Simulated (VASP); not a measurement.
# ZnS (Wurtzite-2H) (P6_3mc) in VASP: further runs, part 3 of 3

VASP 6.6.1. The steps go on from the part before.

## Step 4: Single point, PBE

This run uses another cell than the first one, of 19.21 Å³/atom, 1.043 times its volume.

The input, INCAR:

```
PREC = Accurate
ENCUT = 520
EDIFF = 1E-6
ISMEAR = 0
SIGMA = 0.01
LREAL = F
LASPH = T
NELM = 60
ALGO = Normal
ISIF = 2
LWAVE = F
LCHARG = F
GGA = PE
NBANDS = 26
```

The input, KPOINTS:

```
regular mesh
0
Gamma
  6 6 4
```

The input, POSCAR:

```
ZnS
1.0
    3.7854220481      0.0000000000      0.0000000000
   -1.8927110241      3.2782718426      0.0000000000
    0.0000000000      0.0000000000      6.1921598132
Zn S
2 2
Direct
    0.3333333333      0.6666666667      0.0000000000
    0.6666666667      0.3333333333      0.5000000000
    0.3333333333      0.6666666667      0.3850000000
    0.6666666667      0.3333333333      0.8850000000
```

Potentials or basis: VASP PAW PBE potentials, release 64 (Zn, S).

On the command line:

```bash
cat potpaw_PBE.64/Zn/POTCAR potpaw_PBE.64/S/POTCAR > POTCAR
mpirun -np 1 vasp_std > vasp.out
```

OUTCAR:

```text
PREC = Accurate
   ENCUT = 520
   EDIFF = 1E-6
   ISMEAR = 0
   LREAL = F
   LASPH = T
   NELM = 60
   ISIF = 2
   GGA = PE

 ion  position               nearest neighbor table
   1  0.333  0.667  0.000-   4 2.30   4 2.30   4 2.30   3 2.38
   2  0.667  0.333  0.500-   3 2.30   3 2.30   3 2.30   4 2.38
   3  0.333  0.667  0.385-   2 2.30   2 2.30   2 2.30   1 2.38
   4  0.667  0.333  0.885-   1 2.30   1 2.30   1 2.30   2 2.38

  LATTYP: Found a hexagonal cell.
 ALAT       =     3.7854220481
[... 801 lines left out ...]

  FORCE on cell =-STRESS in cart. coord.  units (eV):
  Direction    XX          YY          ZZ          XY          YZ          ZX
  --------------------------------------------------------------------------------------
  -------------------------------------------------------------------------------------
  Total        2.3936969      2.3936972      1.2373617     -0.0000000     -0.0000000      0.0000000
  in kB       49.9089362     49.9089418     25.7991763     -0.0000000     -0.0000000      0.0000000
  external PRESSURE =      41.8723514 kB  Pullay stress =       0.0000000 kB

 VOLUME and BASIS-vectors are now :
 -----------------------------------------------------------------------------
  energy-cutoff  :      520.00
  volume of cell :       76.84
      direct lattice vectors                 reciprocal lattice vectors
     3.785422048  0.000000000  0.000000000     0.264171336  0.152519383  0.000000000
    -1.892711024  3.278271843  0.000000000     0.000000000  0.305038767  0.000000000
     0.000000000  0.000000000  6.192159813     0.000000000  0.000000000  0.161494540

 POSITION                                       TOTAL-FORCE (eV/Angst)
 -----------------------------------------------------------------------------------
     -0.00000      2.18551      0.00000        -0.000000      0.000000      0.348912
      1.89271      1.09276      3.09608         0.000000     -0.000000      0.348912
     -0.00000      2.18551      2.38398         0.000000     -0.000000     -0.348912
      1.89271      1.09276      5.48006        -0.000000      0.000000     -0.348912
 -----------------------------------------------------------------------------------
    total drift:                               -0.000001     -0.000001      0.000599

  FREE ENERGIE OF THE ION-ELECTRON SYSTEM (eV)
  ---------------------------------------------------
  free  energy   TOTEN  =       -13.6178018217 eV

  energy  without entropy=      -13.6178018217  energy(sigma->0) =      -13.61780182
```

OSZICAR:

```text
N       E                     dE             d eps       ncg     rms          rms(c)
DAV:   1     0.248437187798E+03    0.24844E+03   -0.17071E+04  1092   0.167E+03
DAV:   2     0.106111274257E+02   -0.23783E+03   -0.22738E+03  1100   0.357E+02
DAV:   3    -0.138831725059E+02   -0.24494E+02   -0.24242E+02  1322   0.113E+02
DAV:   4    -0.144720308894E+02   -0.58886E+00   -0.58740E+00  1280   0.173E+01
DAV:   5    -0.144810737979E+02   -0.90429E-02   -0.90402E-02  1308   0.215E+00    0.103E+01
DAV:   6    -0.136284457598E+02    0.85263E+00   -0.16469E+00  1634   0.376E+01    0.787E+00
DAV:   7    -0.136246745862E+02    0.37712E-02   -0.13122E+00  1148   0.672E+00    0.351E+00
DAV:   8    -0.136171611419E+02    0.75134E-02   -0.35924E-02  1346   0.172E+00    0.103E+00
DAV:   9    -0.136174535834E+02   -0.29244E-03   -0.10517E-02  1446   0.129E+00    0.240E-01
DAV:  10    -0.136175844055E+02   -0.13082E-03   -0.59106E-04  1266   0.349E-01    0.988E-02
DAV:  11    -0.136177984822E+02   -0.21408E-03   -0.32456E-04  1132   0.128E-01    0.558E-02
DAV:  12    -0.136177982991E+02    0.18309E-06   -0.18027E-05  1336   0.542E-02    0.931E-03
DAV:  13    -0.136178017708E+02   -0.34717E-05   -0.67136E-06  1134   0.205E-02    0.286E-03
DAV:  14    -0.136178018217E+02   -0.50902E-07   -0.71901E-07   888   0.177E-02
   1 F= -.13617802E+02 E0= -.13617802E+02  d E =-.581430E-36
```

stdout:

```text
POSCAR found type information on POSCAR ZnS
 POSCAR found :  2 types and       4 ions
 scaLAPACK will be used
 LDA part: xc-table for (Slater+PW92), standard interpolation
 POSCAR, INCAR and KPOINTS ok, starting setup
 FFT: planning ... GRIDC
 FFT: planning ... GRID_SOFT
 FFT: planning ... GRID
 WAVECAR not read
 entering main loop
```

It took 21 s on 1 thread of Intel Xeon Platinum 8559C (Emerald Rapids), shared host; peak memory 0.19 GiB.

What came out:

- Free energy: -13.6178 eV
- Pressure: 4.2 GPa
- Largest force: 0.349 eV/Å
- Band gap on the k mesh: 2.35 eV, direct

Forces in eV/Å, atoms in the order of the input:
```
Zn   0.000  0.000  0.349
Zn   0.000  0.000  0.349
S    0.000  0.000 -0.349
S    0.000  0.000 -0.349
```

## Step 5: Single point, PBE

This run uses another cell than the first one, of 19.99 Å³/atom, 1.085 times its volume.

The input, INCAR:

```
SYSTEM = ZnS
  ALGO = Normal
  EDIFF = 1E-6
  ENCUT = 520
  GGA = PE
  ISIF = 2
  ISMEAR = 0
  LASPH = .TRUE.
  LCHARG = .FALSE.
  LREAL = .FALSE.
  LWAVE = .FALSE.
  NBANDS = 26
  NELM = 60
  PREC = Accurate
  SIGMA = 0.01
```

The input, KPOINTS:

```
k-points
0
G
  6 6 4
  0 0 0
```

The input, POSCAR:

```
ZnS
1.0
    3.8362391461      0.0000000000      0.0000000000
   -1.9181195731      3.3222807430      0.0000000000
    0.0000000000      0.0000000000      6.2752859714
Zn S
2 2
Direct
    0.3333333333      0.6666666667      0.0000000000
    0.6666666667      0.3333333333      0.5000000000
    0.3333333333      0.6666666667      0.3850000000
    0.6666666667      0.3333333333      0.8850000000
```

On the command line:

```bash
cat potpaw_PBE.64/Zn/POTCAR potpaw_PBE.64/S/POTCAR > POTCAR
mpirun -np 1 vasp_std > vasp.out
```

Run time: 29 s. Hardware: 1 thread of Intel Xeon Platinum 8559C (Emerald Rapids), shared host; peak memory 0.2 GiB.

The run converged. Its results:

```yaml
Free_energy: -13.6681 eV
Pressure: 1.0 GPa
Largest_force: 0.301 eV/Å
Band_gap_on_the_k_mesh: 2.16 eV, direct
```

Forces on the atoms (eV/Å):
```
Zn   0.000  0.000  0.301
Zn   0.000  0.000  0.301
S    0.000  0.000 -0.301
S    0.000  0.000 -0.301
```

Stress tensor (GPa, compression positive):
```
 1.59  0.00  0.00
 0.00  1.59  0.00
 0.00  0.00 -0.21
```

Levels at points of the mesh, in eV from the valence-band top:
```
           k point  band 15  band 16  band 17  band 18  band 19  band 20  band 21  band 22
(0.00, 0.00, 0.00)    -0.83    -0.01    -0.01     0.00     2.16     2.96     6.31     6.31
(0.50, 0.00, 0.00)    -3.07    -2.18    -1.51    -0.95     3.63     4.21     5.20     7.15
(0.00, 0.00, 0.50)    -0.44    -0.44    -0.44    -0.44     3.45     3.45     6.74     6.74
(0.50, 0.00, 0.50)    -1.61    -1.61    -1.49    -1.49     3.61     3.61     5.16     5.16
```

## Step 6: Summary

```tsv
cell	gap on the mesh (eV)	pressure (GPa)	largest force (eV/Å)
a = 3.733, b = 3.733, c = 6.107 Å, angles 90.0, 90.0, 120.0°, 4 atoms	2.55	8.1	0.40
a = 3.759, b = 3.759, c = 6.150 Å, angles 90.0, 90.0, 120.0°, 4 atoms	2.45	6.1	0.38
a = 3.785, b = 3.785, c = 6.192 Å, angles 90.0, 90.0, 120.0°, 4 atoms	2.35	4.2	0.35
a = 3.836, b = 3.836, c = 6.275 Å, angles 90.0, 90.0, 120.0°, 4 atoms	2.16	1.0	0.30
```

Alike in all rows: task single point; level PBE; potentials or basis VASP PAW PBE potentials, release 64 (Zn, S); no spin polarisation; k mesh 6 × 6 × 4; cutoff (eV) 520; smearing gaussian 0.01 eV.

Absolute energies hang on the potentials; compare differences alone.

## Step 7: How close it comes

Step 5. Against the measured gap of ZnS, 3.911 eV (direct; 4 K; a printed reference work, monograph), the calculated 2.16 eV is off by -1.75 eV. The value is that of PBE, without temperature or zero-point motion. Semilocal functionals fall short of measured gaps as a rule.
